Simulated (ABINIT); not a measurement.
# InSe (R3m) in ABINIT: notebook

One crystal, InSe, is run at these levels: LDA; tasks: single point.

Everything below comes from runs of ABINIT 10.8.3 (patched build). Logs are shortened: lines on timing, memory, paths and dates and some standing lists are left out, and cuts for length are marked. The log counts tension as positive stress, the text compression.

**What was measured.**

“The Interaction of Hydrogen with the van der Waals Crystal γ-InSe”, 2020, pmc:7321205 reports, for a bulk crystal of InSe at 300 K: band gap 1.25 eV.

How close the calculation comes is told below.

## Step 1: Starting point

It takes space group R3m (No. 160, trigonal). Conventional cell: a = 4.000 Å, b = 4.000 Å, c = 25.320 Å, α = 90.00°, β = 90.00°, γ = 120.00°. In (site symmetry 3m) has 3 Se at 2.63 Å and 1 In at 2.82 Å as nearest neighbours. In (site symmetry 3m) is surrounded by 3 Se at 2.64 Å and 1 In at 2.82 Å. Around Se (site symmetry 3m) lie 3 In at 2.63 Å. Around Se (site symmetry 3m) lie 3 In at 2.64 Å.

## Step 2: Single point, LDA

The input, run.abi:

```
pp_dirpath "./"
pseudos "In.upf, Se.upf"

acell 3*1.0 Angstrom
rprim
     2.0000000000     1.1547005384     8.4400000000
    -2.0000000000     1.1547005384     8.4400000000
     0.0000000000    -2.3094010768     8.4400000000
ntypat 2
znucl 49 34
natom 4
typat 1 1 2 2
xcart
     0.0000000000     0.0000000000    42.5176132616
     0.0000000000     0.0000000000     0.0000000000
     0.0000000000     0.0000000000     8.2250480752
     0.0000000000     0.0000000000    18.3496564099

ecut 40.0

kptopt 1
ngkpt 6 6 6
nshiftk 1
shiftk 0.0 0.0 0.0

ixc 7

nband 35
occopt 3
tsmear 0.05 eV

nstep 100
tolvrs 1.0e-10

iomode 3
prtwf 0
prtden 0
prteig 0
prtebands 0
enunit 2
prtvol 2
```

Potentials or basis: PseudoDojo NC SR LDA v0.4.1 standard.

Run with:

```bash
$ mpirun --bind-to none -np 4 abinit run.abi > log 2>&1
```

run.abo:

```text
.Version 10.8.3 of ABINIT
 Symmetries : space group R3 m (#160); Bravais hR (rhombohedral)
================================================================================
 Values of the parameters that define the memory need of the present run
     intxc =       0    ionmov =       0      iscf =       7    lmnmax =       6
     lnmax =       6     mgfft =      96  mpssoang =       3    mqgrid =    3001
     natom =       4  nloc_mem =       1    nspden =       1   nspinor =       1
    nsppol =       1      nsym =       6    n1xccc =    2501    ntypat =       2
    occopt =       3   xclevel =       1
       mpw =        9567          nfft =      884736          nkpt =          32
================================================================================
================================================================================

--------------------------------------------------------------------------------
------------- Echo of variables that govern the present computation ------------
--------------------------------------------------------------------------------
 -outvars: echo values of preprocessed input variables --------
            acell      1.8897261259E+00  1.8897261259E+00  1.8897261259E+00 Bohr
              amu      1.14820000E+02  7.89600000E+01
             ecut      4.00000000E+01 Hartree
           enunit           2
              ixc           7
         kptrlatt        6    0    0      0    6    0      0    0    6
          kptrlen      4.53534270E+01
            natom           4
            nband          35
            ngfft          96      96      96
             nkpt          32
            nstep         100
             nsym           6
           ntypat           2
           occopt           3
           prtden           0
        prtebands           0
           prteig           0
           prtvol           2
            prtwf           0
            rprim      2.0000000000E+00  1.1547005384E+00  8.4400000000E+00
                      -2.0000000000E+00  1.1547005384E+00  8.4400000000E+00
                       0.0000000000E+00 -2.3094010768E+00  8.4400000000E+00
          spgroup         160
           tolvrs      1.00000000E-10
           tsmear      1.83746611E-03 Hartree
            typat      1  1  2  2
           xangst      9.4918173936E-17 -7.9516484667E-17  2.2499351985E+01
                       0.0000000000E+00  0.0000000000E+00  0.0000000000E+00
                      -1.4648329921E-17 -1.4798984579E-17  4.3525079970E+00
                       5.4230266274E-17  5.8100989490E-18  9.7102199934E+00
            xcart      1.7936935311E-16 -1.5026437852E-16  4.2517613262E+01
                       0.0000000000E+00  0.0000000000E+00  0.0000000000E+00
                      -2.7681331752E-17 -2.7966027797E-17  8.2250480752E+00
                       1.0248035099E-16  1.0979495778E-17  1.8349656410E+01
             xred      8.8859999940E-01  8.8859999940E-01  8.8859999940E-01
                       0.0000000000E+00  0.0000000000E+00  0.0000000000E+00
                       1.7189999988E-01  1.7189999988E-01  1.7189999988E-01
                       3.8349999974E-01  3.8349999974E-01  3.8349999974E-01
            znucl       49.00000   34.00000

================================================================================

 chkinp: Checking input parameters for consistency.

================================================================================
== DATASET  1 ==================================================================

--- !DatasetInfo
iteration_state: {dtset: 1, }
dimensions: {natom: 4, nkpt: 32, mband: 35, nsppol: 1, nspinor: 1, nspden: 1, mpw: 9567, }
cutoff_energies: {ecut:  40.0, pawecutdg:  -1.0, }
electrons: {nelect:   5.80000000E+01, charge:   0.00000000E+00, occopt:   3.00000000E+00, tsmear:   1.83746611E-03, }
meta: {optdriver: 0, ionmov: 0, optcell: 0, iscf: 7, paral_kgb: 0, }
...

 Exchange-correlation functional for the present dataset will be:
  LDA: Perdew-Wang 92 LSD fit to Ceperley-Alder data - ixc=7
  J.P.Perdew and Y.Wang, PRB 45, 13244 (1992)

 Real(R)+Recip(G) space primitive vectors, cartesian coordinates (Bohr,Bohr^-1):
 R(1)=  3.7794523  2.1820678 15.9492885  G(1)=  0.1322943  0.0763802  0.0208996
 R(2)= -3.7794523  2.1820678 15.9492885  G(2)= -0.1322943  0.0763802  0.0208996
 R(3)=  0.0000000 -4.3641355 15.9492885  G(3)=  0.0000000 -0.1527603  0.0208996
 Unit cell volume ucvol=  7.8920470E+02 bohr^3
 Angles (23,13,12)=  2.64251818E+01  2.64251818E+01  2.64251818E+01 degrees

 getcut: wavevector=  0.0000  0.0000  0.0000  ngfft=  96  96  96
         ecut(hartree)=     40.000   => boxcut(ratio)=   2.03919

[... 289 lines left out ...]
    3      -0.021389431969     -0.021389431969     -0.021389431969
    4       0.026704146703      0.026704146703      0.026704146703

 cartesian coordinates (angstrom) at end:
    1      0.00000000000000    -0.00000000000000    22.49935198476207
    2      0.00000000000000     0.00000000000000     0.00000000000000
    3     -0.00000000000000    -0.00000000000000     4.35250799702463
    4      0.00000000000000     0.00000000000000     9.71021999343171

 cartesian forces (hartree/bohr) at end:
    1     -0.00000000000000    -0.00000000000000     0.00458749443540
    2      0.00000000000000    -0.00000000000000    -0.00425427465533
    3     -0.00000000000000     0.00000000000000     0.00134109306062
    4     -0.00000000000000     0.00000000000000    -0.00167431284069
 frms,max,avg= 1.9093152E-03 4.5874944E-03   0.000E+00  0.000E+00 -3.020E-09 h/b

 cartesian forces (eV/Angstrom) at end:
    1     -0.00000000000000    -0.00000000000000     0.23589844856438
    2      0.00000000000000    -0.00000000000000    -0.21876359853770
    3     -0.00000000000000     0.00000000000000     0.06896177790208
    4     -0.00000000000000     0.00000000000000    -0.08609662792876
 frms,max,avg= 9.8180933E-02 2.3589845E-01   0.000E+00  0.000E+00 -1.553E-07 e/A
 length scales=  1.889726125908  1.889726125908  1.889726125908 bohr
              =  1.000000000000  1.000000000000  1.000000000000 angstroms
 Fermi (or HOMO) energy (hartree) =   0.13739   Average Vxc (hartree)=  -0.35876
 Eigenvalues (hartree) for nkpt=  32  k points:
 kpt#   1, nband= 35, wtk=  0.00463, kpt=  0.0000  0.0000  0.0000 (reduced coord)
  -1.61944   -1.61944   -1.61919   -1.61919   -1.61776   -1.61776   -1.61760   -1.61760
  -1.61717   -1.61704   -0.40908   -0.40225   -0.40225   -0.39915   -0.39915   -0.39850
  -0.39850   -0.39332   -0.39281   -0.39281   -0.36731   -0.35242   -0.10064    0.00394
   0.07545    0.08586    0.08586    0.08930    0.08930    0.19071    0.20360    0.29201
   0.29201    0.31982    0.33161
      occupation numbers for kpt#   1
   2.00000    2.00000    2.00000    2.00000    2.00000    2.00000    2.00000    2.00000
   2.00000    2.00000    2.00000    2.00000    2.00000    2.00000    2.00000    2.00000
   2.00000    2.00000    2.00000    2.00000    2.00000    2.00000    2.00000    2.00000
   2.00000    2.00000    2.00000    2.00000    2.00000    0.00000    0.00000    0.00000
   0.00000    0.00000    0.00000
 kpt#   2, nband= 35, wtk=  0.02778, kpt=  0.1667  0.0000  0.0000 (reduced coord)
  -1.61943   -1.61943   -1.61919   -1.61919   -1.61776   -1.61776   -1.61760   -1.61760
  -1.61717   -1.61704   -0.40966   -0.40556   -0.40368   -0.40214   -0.39879   -0.39846
  -0.39794   -0.39421   -0.39287   -0.39022   -0.35598   -0.34300   -0.09393   -0.01414
   0.03190    0.06547    0.07384    0.07886    0.09395    0.20716    0.22949    0.26602
[... 352 lines left out ...]
   2.00000    2.00000    2.00000    2.00000    2.00000    2.00000    2.00000    2.00000
   2.00000    2.00000    2.00000    2.00000    2.00000    0.00000    0.00000    0.00000
   0.00000    0.00000    0.00000
 kpt#  32, nband= 35, wtk=  0.00463, kpt=  0.5000  0.5000  0.5000 (reduced coord)
  -1.61944   -1.61944   -1.61919   -1.61919   -1.61776   -1.61776   -1.61760   -1.61760
  -1.61717   -1.61704   -0.40906   -0.40226   -0.40226   -0.39915   -0.39915   -0.39850
  -0.39850   -0.39372   -0.39280   -0.39280   -0.36184   -0.35808   -0.08797   -0.02838
   0.08330    0.08330    0.09210    0.09210    0.13349    0.14116    0.20644    0.28889
   0.28889    0.33628    0.33675
      occupation numbers for kpt#  32
   2.00000    2.00000    2.00000    2.00000    2.00000    2.00000    2.00000    2.00000
   2.00000    2.00000    2.00000    2.00000    2.00000    2.00000    2.00000    2.00000
   2.00000    2.00000    2.00000    2.00000    2.00000    2.00000    2.00000    2.00000
   2.00000    2.00000    2.00000    2.00000    1.78661    0.22805    0.00000    0.00000
   0.00000    0.00000    0.00000
 Fermi (or HOMO) energy (eV) =   3.73860   Average Vxc (eV)=  -9.76223
 Eigenvalues (   eV  ) for nkpt=  32  k points:
 kpt#   1, nband= 35, wtk=  0.00463, kpt=  0.0000  0.0000  0.0000 (reduced coord)
 -44.06709  -44.06709  -44.06050  -44.06050  -44.02150  -44.02150  -44.01715  -44.01715
 -44.00544  -44.00182  -11.13153  -10.94589  -10.94589  -10.86156  -10.86156  -10.84363
 -10.84363  -10.70273  -10.68877  -10.68877   -9.99495   -9.58981   -2.73850    0.10715
   2.05297    2.33626    2.33626    2.43007    2.43007    5.18945    5.54024    7.94592
   7.94592    8.70281    9.02367
 kpt#   2, nband= 35, wtk=  0.02778, kpt=  0.1667  0.0000  0.0000 (reduced coord)
 -44.06706  -44.06701  -44.06046  -44.06041  -44.02153  -44.02151  -44.01719  -44.01716
 -44.00539  -44.00176  -11.14751  -11.03584  -10.98471  -10.94265  -10.85155  -10.84264
 -10.82845  -10.72707  -10.69041  -10.61844   -9.68675   -9.33341   -2.55595   -0.38487
   0.86816    1.78162    2.00929    2.14581    2.55664    5.63721    6.24462    7.23889
   8.06995    8.18722    9.31551
 kpt#   3, nband= 35, wtk=  0.02778, kpt=  0.3333  0.0000  0.0000 (reduced coord)
 -44.06705  -44.06683  -44.06045  -44.06023  -44.02156  -44.02151  -44.01722  -44.01716
 -44.00531  -44.00168  -11.25058  -11.14055  -11.06492  -10.94224  -10.86651  -10.80605
 -10.79146  -10.74307  -10.69175  -10.56034   -9.06498   -8.80891   -2.51752   -1.50402
  -0.22513    1.50051    1.50406    1.62742    2.41638    5.05078    5.53211    7.27923
[... 160 lines left out ...]
 -10.82850  -10.72988  -10.69023  -10.61817   -9.57165   -9.45677   -2.33932   -0.68417
   0.96326    1.23819    1.92012    2.24669    3.39683    5.11487    6.34793    7.29857
   8.08810    8.19760    9.66176
 kpt#  31, nband= 35, wtk=  0.02778, kpt= -0.3333  0.5000  0.3333 (reduced coord)
 -44.06702  -44.06689  -44.06042  -44.06029  -44.02153  -44.02151  -44.01718  -44.01716
 -44.00530  -44.00168  -11.20655  -11.11917  -11.06245  -10.94686  -10.85649  -10.81980
 -10.80834  -10.73654  -10.69463  -10.57303   -9.13208   -9.04748   -2.40643   -1.02957
   0.44798    0.68685    1.11354    1.46844    2.89602    5.91238    6.27638    7.57672
   7.95888    8.06186    8.72228
 kpt#  32, nband= 35, wtk=  0.00463, kpt=  0.5000  0.5000  0.5000 (reduced coord)
 -44.06708  -44.06708  -44.06048  -44.06048  -44.02150  -44.02150  -44.01716  -44.01716
 -44.00541  -44.00179  -11.13112  -10.94610  -10.94610  -10.86140  -10.86140  -10.84368
 -10.84368  -10.71380  -10.68866  -10.68866   -9.84618   -9.74378   -2.39380   -0.77216
   2.26678    2.26678    2.50627    2.50627    3.63235    3.84111    5.61765    7.86102
   7.86102    9.15074    9.16340
 Total charge density [el/Bohr^3]
)     Maximum=    2.4430E+00  at reduced coord.    0.3125    0.4271    0.4375
)Next maximum=    2.4430E+00  at reduced coord.    0.4271    0.3125    0.4375
)     Minimum=    3.2043E-04  at reduced coord.    0.0000    0.0000    0.0000
)Next minimum=    4.5206E-04  at reduced coord.    0.8958    0.8854    0.8854
   Integrated=    5.8000E+01

--- !EnergyTerms
iteration_state     : {dtset: 1, }
comment             : Components of total free energy in Hartree
kinetic             :  2.40004951843970E+02
hartree             :  1.13986908128231E+02
xc                  : -8.71529305282843E+01
Ewald energy        : -1.97130853980336E+02
psp_core            :  7.88119726724858E+00
local_psp           : -3.21151956847372E+02
non_local_psp       : -1.31366310608674E+02
internal            : -3.74928994725216E+02
'-kT*entropy'       : -1.28245275048540E-05
total_energy        : -3.74929007549744E+02
total_energy_eV     : -1.02023380392584E+04
band_energy         : -4.14893927583689E+01
...

 Cartesian components of stress tensor (hartree/bohr^3)
  sigma(1 1)=  3.87615680E-05  sigma(3 2)=  0.00000000E+00
  sigma(2 2)=  3.87615676E-05  sigma(3 1)=  0.00000000E+00
  sigma(3 3)=  8.49058183E-05  sigma(2 1)=  0.00000000E+00

-Cartesian components of stress tensor (GPa)         [Pressure= -1.5929E+00 GPa]
- sigma(1 1)=  1.14040470E+00  sigma(3 2)=  0.00000000E+00
- sigma(2 2)=  1.14040469E+00  sigma(3 1)=  0.00000000E+00
- sigma(3 3)=  2.49801542E+00  sigma(2 1)=  0.00000000E+00

== END DATASET(S) ==============================================================
================================================================================

 -outvars: echo values of variables after computation  --------
            acell      1.8897261259E+00  1.8897261259E+00  1.8897261259E+00 Bohr
           etotal     -3.7492900755E+02
            fcart     -3.1236599946E-19 -1.3813896598E-19  4.5874944354E-03
                       6.2027409207E-19 -1.0508635703E-18 -4.2542746553E-03
                      -1.6873347521E-19  7.2555453487E-19  1.3410930606E-03
                      -1.3917461740E-19  4.6344800137E-19 -1.6743128407E-03
            rprim      2.0000000000E+00  1.1547005384E+00  8.4400000000E+00
                      -2.0000000000E+00  1.1547005384E+00  8.4400000000E+00
                       0.0000000000E+00 -2.3094010768E+00  8.4400000000E+00
           strten      3.8761567984E-05  3.8761567624E-05  8.4905818262E-05
                       0.0000000000E+00  0.0000000000E+00  0.0000000000E+00
           xangst      9.4918173936E-17 -7.9516484667E-17  2.2499351985E+01
                       0.0000000000E+00  0.0000000000E+00  0.0000000000E+00
                      -1.4648329921E-17 -1.4798984579E-17  4.3525079970E+00
                       5.4230266274E-17  5.8100989490E-18  9.7102199934E+00
             xred      8.8859999940E-01  8.8859999940E-01  8.8859999940E-01
                       0.0000000000E+00  0.0000000000E+00  0.0000000000E+00
                       1.7189999988E-01  1.7189999988E-01  1.7189999988E-01
                       3.8349999974E-01  3.8349999974E-01  3.8349999974E-01
 Calculation completed.
```

Run time: 6.8 min. Hardware: 4 MPI ranks of Arm Neoverse V2, shared host; peak memory 1.3 GiB.

Results:

```yaml
Free_energy: -10202.3380 eV
Pressure: -1.6 GPa
Largest_force: 0.236 eV/Å
Band_gap_on_the_k_mesh: 0.21 eV, direct
Valence_electrons_inside_the_program's_atomic_spheres: In 9.90; Se 13.24
```

Forces on the atoms (eV/Å):
```
In   0.000  0.000  0.236
In   0.000  0.000 -0.219
Se   0.000  0.000  0.069
Se   0.000  0.000 -0.086
```

Caveat: spin-orbit coupling is left out, which moves the levels of the heavy elements.

## Step 3: Single point, LDA

The input, run.abi:

```
# Pseudopotentials
pp_dirpath "./"
pseudos "In.upf, Se.upf"

# Structure
acell 16.5355823142 16.5355823142 16.5355823142
rprim
     0.2285648112     0.1319619553     0.9645435031
    -0.2285648112     0.1319619553     0.9645435031
     0.0000000000    -0.2639239105     0.9645435031
ntypat 2
znucl 49 34
natom 4
typat 1 1 2 2
xred
     0.8886000000     0.8886000000     0.8886000000
     0.0000000000     0.0000000000     0.0000000000
     0.1719000000     0.1719000000     0.1719000000
     0.3835000000     0.3835000000     0.3835000000

# Plane-wave basis
ecut 40.0

# k points
kptopt 1
ngkpt 6 6 6
nshiftk 1
shiftk 0.0 0.0 0.0

# Exchange and correlation
ixc 7

# Bands and occupations
nband 35
occopt 3
tsmear 0.05 eV

# SCF cycle
nstep 100
tolvrs 1.0e-10

# Output
iomode 3
prtwf 0
prteig 0
prtebands 0
enunit 2
prtden 1
prtvha 1
prtvclmb 1
prtpot 1
prtelf 1
```

Potentials or basis: PseudoDojo NC SR LDA v0.4.1 standard.

Run with:

```bash
$ mpirun --bind-to none -np 4 abinit run.abi > log 2>&1
```

It took 6.5 min on 4 MPI ranks of Arm Neoverse V2, shared host; peak memory 1.3 GiB.

Results (log left out):

```yaml
Free_energy: -10202.3380 eV
Pressure: -1.6 GPa
Largest_force: 0.236 eV/Å
Band_gap_on_the_k_mesh: 0.21 eV, direct
Valence_electrons_inside_the_program's_atomic_spheres: In 9.90; Se 13.24
```

Forces in eV/Å, atoms in the order of the input:
```
In   0.000  0.000  0.236
In   0.000  0.000 -0.219
Se   0.000  0.000  0.069
Se   0.000  0.000 -0.086
```

Stress tensor (GPa, compression positive):
```
-1.14  0.00  0.00
 0.00 -1.14  0.00
 0.00  0.00 -2.50
```

Levels at points of the mesh, in eV from the valence-band top:
```
           k point  band 25  band 26  band 27  band 28  band 29  band 30  band 31  band 32  band 33  band 34
(0.00, 0.00, 0.00)    -1.58    -1.30    -1.30    -1.20    -1.20     1.56     1.91     4.31     4.31     5.07
(0.50, 0.00, 0.00)    -3.49    -2.41    -2.34    -2.24    -1.70     1.09     1.84     3.52     3.88     4.74
(0.50, 0.50, 0.00)    -3.25    -2.67    -2.51    -2.05    -1.53     1.02     1.88     3.18     3.51     4.33
(0.50, 0.50, 0.50)    -1.37    -1.37    -1.13    -1.13     0.00     0.21     1.99     4.23     4.23     5.52
```

Caveat: spin-orbit coupling is left out, which moves the levels of the heavy elements.

## Step 4: How close it comes

Step 2. Measured gap of InSe: 1.25 eV (300 K; “The Interaction of Hydrogen with the van der Waals Crystal γ-InSe”, 2020, pmc:7321205). This calculation gives 0.21 eV (-1.04 eV). So large a miss can be the level of theory's own, or it may mean another phase, state or a wrong row. Spin-orbit coupling on In, Se is left out. The value is that of LDA on a finite k mesh, which can miss the band edges, without temperature or zero-point motion. Semilocal functionals fall short of measured gaps as a rule.

Step 3. Against the measured gap of InSe, 1.25 eV (300 K; “The Interaction of Hydrogen with the van der Waals Crystal γ-InSe”, 2020, pmc:7321205), the calculated 0.21 eV is off by -1.04 eV. So large a miss can be the level of theory's own, or it may mean another phase, state or a wrong row. Spin-orbit coupling on In, Se is left out. The value is that of LDA on a finite k mesh, which can miss the band edges, without temperature or zero-point motion. Semilocal functionals fall short of measured gaps as a rule.
